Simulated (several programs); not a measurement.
PbTiO3 (from a published structure), relaxed with r2SCAN in Ansatz, was computed with several methods. The symmetry is P4mm (No. 99, tetragonal); conventional cell a = 3.843 Å, c = 4.483 Å, 13.24 Å³ an atom. Around Ti lie 5 O at 1.74–1.98 Å; around Pb lie 4 O at 2.48 Å; around O lie 1 Ti at 1.74 Å; around O lie 2 Ti at 1.98 Å and 2 Pb at 2.48 Å. No spin polarisation; the structure comes from an open crystallographic database, the properties from the calculation.

```cif
data_structure
_symmetry_space_group_name_H-M 'P4mm'
_symmetry_Int_Tables_number 99
_cell_length_a 3.8426
_cell_length_b 3.8426
_cell_length_c 4.4829
_cell_angle_alpha 90.000
_cell_angle_beta 90.000
_cell_angle_gamma 90.000
_cell_volume 66.19
loop_
_atom_site_label
_atom_site_type_symbol
_atom_site_symmetry_multiplicity
_atom_site_Wyckoff_symbol
_atom_site_fract_x
_atom_site_fract_y
_atom_site_fract_z
_atom_site_occupancy
Ti1 Ti 1 b 0.50000 0.50000 0.52251 1
Pb1 Pb 1 a 0.00000 0.00000 0.97405 1
O1 O 1 b 0.50000 0.50000 0.13410 1
O2 O 2 c 0.50000 0.00000 0.62527 1
```

Gaps and times are for a single point on this cell; volume and bulk modulus come from each method's own relaxation or energy curve at fixed shape, which is too stiff where a cell has free coordinates or axes. Times are rough, from shared hosts (Arm Neoverse N1; Arm Neoverse V2), and each method has its own mesh and cell size. A double dagger marks a value from a curve with shape and coordinates held. The energy curve of GFN2-xTB (tblite) is jagged, so its SCF state, and with it the gap, is in doubt. A star marks a curve whose lowest point is an end point. PM6 (MOPAC), PM7 (MOPAC), GFN1-xTB (tblite), GFN2-xTB (tblite) treat a cluster of cells at its zone centre, which samples few k points: where these miss a band edge, the gap comes out too large for that reason alone. Gaps from k meshes are read at a limited set of points (mesh, symmetry points, PBE's band edges), so each method's own least gap may be somewhat smaller. xTB and the PM methods were fitted mostly to molecules, and can miss a solid's gap by electronvolts. Minimal bases can be far off for gaps. Times of the plane-wave ladder aren't listed, since it ran on unlike processors and cards. GLLB-SC's gap includes the derivative discontinuity. d marks a direct gap, i an indirect one (no mark: not told apart), a dash a value that wasn't computed or didn't pass its checks.

```tsv
method	kind	gap (eV)	own volume (Å³/atom)	bulk modulus (GPa)	atoms computed	processor time
PBEsol	semilocal	–	12.74	–	5	–
light PBE (260 eV and a coarse mesh)	light plane-wave	1.81 i	–	–	5	1.6 s
GFN1-xTB (tblite)	tight binding	1.71	11.88*‡	147*‡	cluster	3.8 s
PM7 (MOPAC)	semi-empirical	8.60	–	–	cluster	6 s
PBE	semilocal	1.83 i	14.09	144‡	5	–
GFN2-xTB (tblite)	tight binding	1.18	–	–	cluster	7.5 s
PBE/SZV (CP2K)	small basis	1.34 i	13.81‡	154‡	5	9.1 s
PM6 (MOPAC)	semi-empirical	8.62	–	–	cluster	9.7 s
LDA	semilocal	1.76 i	12.05	–	5	–
r2SCAN	semilocal	2.15 i	13.24	168‡	5	–
GLLB-SC (GPAW)	model potential	3.24	–	–	5	21 s
PBE/DZVP (CP2K)	small basis	1.85 i	13.64‡	152‡	5	26 s
PBE+SOC	semilocal	1.81 i	–	–	5	–
PBE0	hybrid	3.78 i	–	–	5	–
HSE06	hybrid	3.06 i	–	–	5	–
r2SCANh	hybrid	2.89 i	–	–	5	–
DDH-PBE0	hybrid	3.02 i	–	–	5	–
```

**Question.** How far from the measured values lie the methods that can be set against them?

**Answer.**
- Volume, measured 12.62 Å³ an atom: PBEsol +1.0 %, PBE +11.7 %, LDA -4.5 %, r2SCAN +4.9 %.
The calculations are for a static lattice; samples hold vibrations, temperature and, in optical gaps, excitons. A measured value is shown where most reports agree with it, and only for the quantities listed. Sources: 12.62 Å³ an atom (298 K; Crystallography Open Database).

Only the rows marked +SOC include spin-orbit coupling.
